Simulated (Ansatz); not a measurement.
Cr: equation of state with LDA

Cr:

```
Cr
1.0
     2.71400    0.00000    0.00000
    -1.35700    2.35039    0.00000
     0.00000    0.00000    4.41000
Cr
2
Cartesian
  1.3570 0.7835 3.3075
  0.0000 1.5669 1.1025
```

This isn't the form of Cr at room conditions, which is bcc.

| Property | Result |
| --- | --- |
| Program | Ansatz 0.2.0 |
| Task | equation of state |
| Functional | LDA |
| Potentials or basis | Ansatz PAW |
| Cutoff | 420 eV |
| Density cutoff | 1680 eV |
| k mesh | 11 × 11 × 6 |
| Occupations | fermi-dirac, width 0.05 eV |
| Spin | collinear spin, ferromagnetic start |
| Starting moments | [3.0, 3.0] μB |

```
Equilibrium volume : outside the volumes run
```

Energy against volume, from the lowest point:
| volume (Å³/atom) | energy (meV/atom) |
| --- | --- |
| 13.222 | 0.00 |
| 13.503 | 59.81 |
| 13.784 | 123.29 |
| 14.066 | 189.51 |
| 14.347 | 257.62 |
| 14.628 | 327.55 |
| 14.910 | 399.13 |

All runs of the series together: 4.7 min on 2 threads of Intel(R) Xeon(R) Processor @ 2.50GHz (Skylake/Cascade Lake) (shared host).
